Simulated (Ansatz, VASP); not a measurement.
# InGaAs2 (random alloy of the zinc-blende GaAs-InAs line, x = 0.5) in two plane-wave programs, part 2 of 2

Wanted: the spread between two codes on one cell, functional and k mesh. Of the first pair: The structure shown is the start of the Ansatz relaxation below; VASP solves that cell, so the two are compared at the walk's first step.

VASP 6.6.1 and Ansatz 0.2.0.

So far: Set-up; Ansatz: relaxation, PBE.

## (3) VASP: single point, PBE, start cell, pair 1

Level of this step: PBE; plane waves and PAW (Ga_d, As, In_d) (VASP).

The same cell, functional, mesh and smearing now go to VASP, with its own data sets.

Lines of VASP's logs that name or quote its potential files are left out, and so is its time.

INCAR

```
SYSTEM = InGaAs2
PREC = Accurate
ENCUT = 400
EDIFF = 1E-06
NELM = 120
ISMEAR = -1
SIGMA = 0.05
LREAL = Auto
ALGO = Normal
GGA = PE
NBANDS = 336
LORBIT = 11
LWAVE = .FALSE.
LCHARG = .FALSE.
ISIF = 2
LASPH = .TRUE.
GGA_COMPAT = .FALSE.
NCORE = 2
```

POSCAR

```
InGaAs2
1.0
   11.9400000000      0.0000000000      0.0000000000
    0.0000000000     11.9400000000      0.0000000000
    0.0000000000      0.0000000000     11.9400000000
Ga As In
16 32 16
Direct
    0.9992964824      0.9999078727      0.9964237856
    0.0008375209      0.2479061977      0.2482328308
    0.2508375209      0.9985929648      0.7500000000
    0.9986097152      0.5001507538      0.0016834171
    0.9993634841      0.5001088777      0.4981574539
    0.2493216080      0.4976800670      0.7522864322
    0.2506365159      0.7509463987      0.5003433836
    0.5006365159      0.9996398660      0.0019681742
    0.4980988275      0.2507286432      0.2494891122
    0.4982914573      0.0007202680      0.4994639866
    0.5012562814      0.2483417085      0.7518592965
    0.7482160804      0.0009882747      0.7496901173
    0.7508291457      0.2502093802      0.4976214405
    0.5054941374      0.5016331658      0.0029983250
    0.5068760469      0.5013819095      0.5025711893
    0.7475711893      0.7494304858      0.5006030151
    0.1277470687      0.1220016750      0.1235929648
    0.1234840871      0.3759212730      0.3788442211
    0.3740033501      0.1249664992      0.3769681742
    0.3747403685      0.3754271357      0.1233417085
    0.1230067002      0.1226214405      0.6247403685
    0.1251926298      0.3756197655      0.8772780570
    0.3759128978      0.1244723618      0.8762897822
    0.3744388610      0.3760217755      0.6250837521
    0.1243634841      0.6243718593      0.1248827471
    0.1258458961      0.8753601340      0.3718927973
    0.3755527638      0.6215829146      0.3750837521
    0.3762311558      0.8739112228      0.1264070352
    0.1276465662      0.6205527638      0.6248492462
    0.1248659966      0.8763819095      0.8770938023
    0.3770435511      0.6242294807      0.8755862647
    0.3773618090      0.8720938023      0.6267420436
    0.6210720268      0.1269514238      0.1256532663
    0.6293299832      0.3780737018      0.3757370184
    0.8740619765      0.1234924623      0.3740117253
    0.8734422111      0.3792713568      0.1225293132
    0.6257118928      0.1263400335      0.6271105528
    0.6220435511      0.3748073702      0.8741708543
    0.8767085427      0.1225209380      0.8764237856
    0.8745812395      0.3724120603      0.6215075377
    0.6242797320      0.6261725293      0.1261725293
    0.6215326633      0.8760217755      0.3757118928
    0.8742462312      0.6228978224      0.3765661642
    0.8762730318      0.8754020101      0.1258291457
    0.6216666667      0.6256113903      0.6262981575
    0.6244723618      0.8740117253      0.8769262982
    0.8758626466      0.6263902848      0.8760636516
    0.8760385260      0.8766080402      0.6262730318
    0.2500670017      0.9981323283      0.2508961474
    0.2487520938      0.2500167504      0.9985259631
    0.9994304858      0.9995979899      0.4989279732
    0.9995477387      0.2537437186      0.7459212730
    0.2468676717      0.2528978224      0.5024623116
    0.0007286432      0.7521440536      0.2489363484
    0.2492964824      0.4997822446      0.2499329983
    0.2488609715      0.7475879397      0.0008793970
    0.0011557789      0.7465912898      0.7496817420
    0.7488023451      0.9990201005      0.2494639866
    0.7495393635      0.2491289782      0.9988274707
    0.5010134003      0.7500083752      0.2496231156
    0.7518676717      0.4995393635      0.2529229481
    0.7492211055      0.7478978224      0.0002093802
    0.4993886097      0.7485259631      0.7506616415
    0.7522361809      0.5005108878      0.7492378559
```

KPOINTS

```
Automatic mesh
0
Gamma
1 1 1
0 0 0
```

PAW data sets: Ga_d, As and In_d (PBE family, release 64).

Launch:

```bash
$ mpirun -np 8 vasp_gam
```

Numbers of over 12 decimals in the logs are rounded to 6 here.

Output:

```text
[banner, memory and clock lines left out]
running    8 mpi-ranks, on    1 nodes
[...]
LDA part: xc-table for (Slater+PW92), standard interpolation
 POSCAR, INCAR and KPOINTS ok, starting setup
[...]
entering main loop
       N       E                     dE             d eps       ncg     rms          rms(c)
DAV:   1     0.883862121738E+04    0.88386E+04   -0.20682E+05   728   0.216E+03
DAV:   2     0.214414142069E+04   -0.66945E+04   -0.65061E+04   680   0.645E+02
DAV:   3     0.124854838487E+03   -0.20193E+04   -0.19084E+04   792   0.269E+02
DAV:   4    -0.219414220439E+03   -0.34427E+03   -0.31505E+03   776   0.102E+02
[...]
DAV:  17    -0.247227074220E+03   -0.29358E-05   -0.24571E-05   680   0.149E-02    0.784E-03
DAV:  18    -0.247227075245E+03   -0.10244E-05   -0.28624E-06   512   0.213E-02    0.611E-03
DAV:  19    -0.247227075213E+03    0.32065E-07   -0.32607E-06   472   0.800E-03
   1 F= -.24722708E+03 E0= -.24713196E+03  d E =-.190240E+00
```

Parts of OUTCAR (step 3):

```text
  Total       18.3057375     18.3031548     18.3985874     -1.2448734     -0.1249966      0.3389330
  in kB       17.2299823     17.2275514     17.3173758     -1.1717172     -0.1176510      0.3190153
  external PRESSURE =      17.2583032 kB  Pullay stress =       0.0000000 kB

 POSITION                                       TOTAL-FORCE (eV/Angst)
 -----------------------------------------------------------------------------------
     11.93160     11.93890     11.89730         0.103648     -0.038980      0.302054
      0.01000      2.96000      2.96390        -0.016986      0.138473     -0.020155
      2.99500     11.92320      8.95500         0.035435      0.032740      0.026333
     11.92340      5.97180      0.02010         0.115247      0.084489     -0.142703
     11.93240      5.97130      5.94800         0.005656     -0.021037      0.180286
      2.97690      5.94230      8.98230         0.227061      0.078891     -0.028867
      2.99260      8.96630      5.97410         0.064799     -0.191512     -0.073103
      5.97760     11.93570      0.02350        -0.101132     -0.023073     -0.082570
      5.94730      2.99370      2.97890        -0.013786      0.104593      0.159745
      5.94960      0.00860      5.96360         0.062625      0.042563      0.198238
      5.98500      2.96520      8.97720        -0.242468      0.110904     -0.141977
      8.93370      0.01180      8.95130         0.110146     -0.106025      0.133635
      8.96490      2.98750      5.94160        -0.070215     -0.133117      0.048872
      6.03560      5.98950      0.03580        -0.366898     -0.125732     -0.193194
[...]
-----------------------------------------------------------------------------------
    total drift:                               -0.010661      0.018323      0.097211

  FREE ENERGIE OF THE ION-ELECTRON SYSTEM (eV)
  ---------------------------------------------------
  free  energy   TOTEN  =      -247.2270752127 eV

  energy  without entropy=     -247.0368349120  energy(sigma->0) =     -247.13195506

[... 2 further parts left out ...]
```

The run ends at a pressure of 1.73 GPa, with forces up to 1.7 eV/Å.

## (4) Differences

Known differences besides the potentials themselves: the data sets hold 896 valence electrons in Ansatz (on its default PAW (the set named soft_2) files) and 576 in VASP; the cutoff is 420 eV in Ansatz and 400 eV in VASP (PREC = Accurate, projectors in real space). Total energies have different zeros and are not compared.

Forces on 10 of the 64 atoms, those with the largest forces and the largest differences (eV/Å; atoms numbered as in POSCAR):

```tsv
atom	Ansatz x, y, z	VASP x, y, z
As17	-1.458, 0.141, 0.026	-1.455, 0.142, 0.032
As18	-1.279, 0.011, -0.539	-1.282, 0.008, -0.545
As25	-0.736, -0.657, -0.476	-0.746, -0.668, -0.479
As26	0.479, -0.723, 1.118	0.481, -0.721, 1.113
As28	0.407, 0.602, -0.791	0.416, 0.592, -0.782
As32	-0.929, 0.938, -0.838	-0.929, 0.939, -0.842
As34	-1.062, -1.067, 0.708	-1.069, -1.068, 0.703
As35	0.028, 1.343, -0.068	0.019, 1.331, -0.079
As36	1.281, -0.451, 0.099	1.286, -0.456, 0.102
As48	-1.358, -0.285, 0.012	-1.352, -0.277, 0.017
```

The forces differ by 4.5 meV/Å r.m.s., which is 0.9 % of the r.m.s. force of 0.510 eV/Å (both taken over all components).

## (5) Ansatz: relaxation, PBE

This run makes the geometry at which the two programs are then compared. The cell compared in this pair holds 1730.24 Å³, against 1702.21 Å³ for the pair before.

The structure compared here is the end of the Ansatz relaxation.

This is the run of step 2 again, met here at its other cell.

## (6) VASP: single point, PBE, relaxed cell, pair 2

The same cell, functional, mesh and smearing now go to VASP, with its own data sets.

INCAR, as its differences from that of step 3:

```diff
@@ -2,3 +2,3 @@
 PREC = Accurate
-ENCUT = 400
+ENCUT = 500
 EDIFF = 1E-06
```

POSCAR

```
InGaAs2
1.0
   12.0156280000     -0.0012590000      0.0044400000
   -0.0012590000     12.0023770000     -0.0037570000
    0.0044400000     -0.0037570000     11.9975670000
Ga As In
16 32 16
Direct
    0.0000400000      0.0030100000      0.9980500000
    0.9975400000      0.2519800000      0.2499200000
    0.2542900000      0.0000300000      0.7497300000
    0.0027700000      0.4974700000      0.9993400000
    0.9995900000      0.4999500000      0.5004400000
    0.2525500000      0.4997500000      0.7483300000
    0.2524100000      0.7469000000      0.5049300000
    0.4995500000      0.0044900000      0.9952900000
    0.5016100000      0.2496500000      0.2528700000
    0.5025400000      0.0022500000      0.5045200000
    0.5003700000      0.2481200000      0.7478700000
    0.7454900000      0.0021400000      0.7483100000
    0.7461300000      0.2502100000      0.4999300000
    0.4980600000      0.4946900000      0.9986500000
    0.4996900000      0.4975500000      0.5025600000
    0.7472300000      0.7503200000      0.5030500000
    0.1130700000      0.1266900000      0.1263400000
    0.1132300000      0.3731000000      0.3760500000
    0.3880400000      0.1253900000      0.3763300000
    0.3862700000      0.3723200000      0.1282100000
    0.1329400000      0.1192600000      0.6314000000
    0.1270800000      0.3857700000      0.8729200000
    0.3803400000      0.1208300000      0.8666800000
    0.3818800000      0.3798700000      0.6324800000
    0.1208800000      0.6192600000      0.1195300000
    0.1335800000      0.8671900000      0.3825300000
    0.3750000000      0.6232300000      0.3883700000
    0.3825000000      0.8808800000      0.1171100000
    0.1321200000      0.6175200000      0.6203300000
    0.1263400000      0.8885500000      0.8731600000
    0.3758200000      0.6130400000      0.8738400000
    0.3688400000      0.8813800000      0.6193700000
    0.6120600000      0.1255200000      0.1257000000
    0.6180600000      0.3684200000      0.3819200000
    0.8739700000      0.1382200000      0.3758400000
    0.8856300000      0.3746300000      0.1238100000
    0.6260300000      0.1271800000      0.6259000000
    0.6137700000      0.3721800000      0.8734000000
    0.8728800000      0.1137800000      0.8729700000
    0.8742400000      0.3728600000      0.6128000000
    0.6192100000      0.6171600000      0.1187900000
    0.6257800000      0.8754800000      0.3882100000
    0.8728000000      0.6265200000      0.3889300000
    0.8811200000      0.8819600000      0.1208600000
    0.6238100000      0.6248700000      0.6143700000
    0.6238800000      0.8869600000      0.8736300000
    0.8810200000      0.6170100000      0.8796500000
    0.8605100000      0.8738100000      0.6276700000
    0.2518300000      0.0018400000      0.2500000000
    0.2514200000      0.2493300000      0.9988100000
    0.9974500000      0.9989300000      0.5018300000
    0.9995000000      0.2501700000      0.7500400000
    0.2539000000      0.2522400000      0.5015000000
    0.9995700000      0.7483200000      0.2526000000
    0.2502100000      0.4975000000      0.2527800000
    0.2503800000      0.7505100000      0.9955800000
    0.0026200000      0.7495800000      0.7483400000
    0.7480200000      0.0033000000      0.2520500000
    0.7484900000      0.2482000000      0.9999600000
    0.5003800000      0.7493800000      0.2532200000
    0.7498400000      0.4968000000      0.2538100000
    0.7497100000      0.7513800000      0.9983300000
    0.4975900000      0.7519600000      0.7473900000
    0.7482400000      0.4972200000      0.7470300000
```

KPOINTS is that of step 3.

Launch:

```bash
$ mpirun -np 8 vasp_gam
```

Output:

```text
[... set-up lines as in an earlier step ...]
 entering main loop
       N       E                     dE             d eps       ncg     rms          rms(c)
DAV:   1     0.957443371247E+04    0.95744E+04   -0.23495E+05   728   0.245E+03
DAV:   2     0.243802746711E+04   -0.71364E+04   -0.69213E+04   672   0.726E+02
DAV:   3     0.179504554545E+03   -0.22585E+04   -0.21465E+04   792   0.294E+02
DAV:   4    -0.212167829827E+03   -0.39167E+03   -0.36061E+03   760   0.112E+02
[...]
DAV:  15    -0.250246248106E+03   -0.18246E-04   -0.29468E-04  1064   0.565E-02    0.131E-02
DAV:  16    -0.250246255907E+03   -0.78003E-05   -0.67143E-05   744   0.234E-02    0.123E-02
DAV:  17    -0.250246255949E+03   -0.42819E-07   -0.76572E-06   600   0.324E-02
   1 F= -.25024626E+03 E0= -.25015087E+03  d E =-.190775E+00
```

From OUTCAR (step 6):

```text
  Total        1.0227573      0.9982351      0.9641183     -0.0041375      0.0115459     -0.0035728
  in kB        0.9470575      0.9243503      0.8927587     -0.0038313      0.0106913     -0.0033084
  external PRESSURE =       0.9213888 kB  Pullay stress =       0.0000000 kB

 POSITION                                       TOTAL-FORCE (eV/Angst)
 -----------------------------------------------------------------------------------
      0.00491      0.03238     11.97416         0.001034      0.003504      0.000182
     11.98686      3.02216      3.00191        -0.004998      0.000134      0.003214
      3.05878     -0.00278      8.99606        -0.002519      0.002909      0.000631
      0.03709      5.96706     11.98779        -0.001398     -0.003734     -0.000442
     12.01229      5.99745      6.00662         0.001082      0.001269      0.004324
      3.03724      5.99506      8.97738        -0.004615      0.001184     -0.002758
      3.03417      8.96236      6.05625        -0.001038      0.001501      0.005141
      6.00682      0.04952     11.94326        -0.001324      0.005892     -0.003913
      6.02797      2.99481      3.03511         0.003352      0.002189      0.005294
      6.04057      0.02448      6.05524        -0.001617      0.001040      0.004299
      6.01527      2.97459      8.97391         0.001135     -0.000955     -0.000216
      8.96085      0.02194      8.98120        -0.002084      0.003924     -0.000999
      8.96713      3.00030      6.00032        -0.004010      0.000534      0.002288
      5.98831      5.93308     11.98172        -0.006527     -0.004160     -0.001013
[...]
-----------------------------------------------------------------------------------
    total drift:                               -0.012584     -0.016703      0.004836

  FREE ENERGIE OF THE ION-ELECTRON SYSTEM (eV)
  ---------------------------------------------------
  free  energy   TOTEN  =      -250.2462559494 eV

  energy  without entropy=     -250.0554812533  energy(sigma->0) =     -250.15086860

[... 1 part as in an earlier step ...]

[... 1 further part left out ...]
```

The run ends at a pressure of 0.09 GPa, with forces up to 0.016 eV/Å.

## (7) Side by side

What differs besides the data sets and the points named for the pairs above, as far as they apply: the data sets hold 896 valence electrons in Ansatz (on its default PAW (the set named soft_2) files) and 576 in VASP; the cutoff is 420 eV in Ansatz and 500 eV in VASP (PREC = Accurate, projectors in real space). Total energies have different zeros and are not compared.

The two programs side by side:

```tsv
quantity	Ansatz	VASP	difference
pressure (GPa)	0.00	0.09	-0.09
```

The largest component of a force difference here is 12 meV/Å.

## (8) Results

```
r.m.s. force difference (single point, PBE, start cell, pair 1)  : 0.88 % of the r.m.s. force
difference in pressure (single point, PBE, relaxed cell, pair 2) : -0.091 GPa
```

What this shows: The r.m.s. force difference is 0.88 % of the r.m.s. force (single point, PBE, start cell, pair 1), within the 3 % picked in this series as the mark of a large difference. The data sets hold unlike numbers of valence electrons (896 in Ansatz and 576 in VASP), so part of the differences may come from the potentials. Such differences can come from data sets, numerical settings and the points named under the comparisons, not from the functional's error against experiment.

[Lines on the potential files, build, host, timing and source positions are cut from VASP's logs without a mark.]

[Logs are printed without paths, hosts, clocks, repeated set-up lines and the standing remarks that a program may print on its own settings, such as how far it seeks lower states.]

[Hosts, paths, dates, database ids (printed as entryN), source tags and the programs' standing remarks are cut or masked in the printed files.]
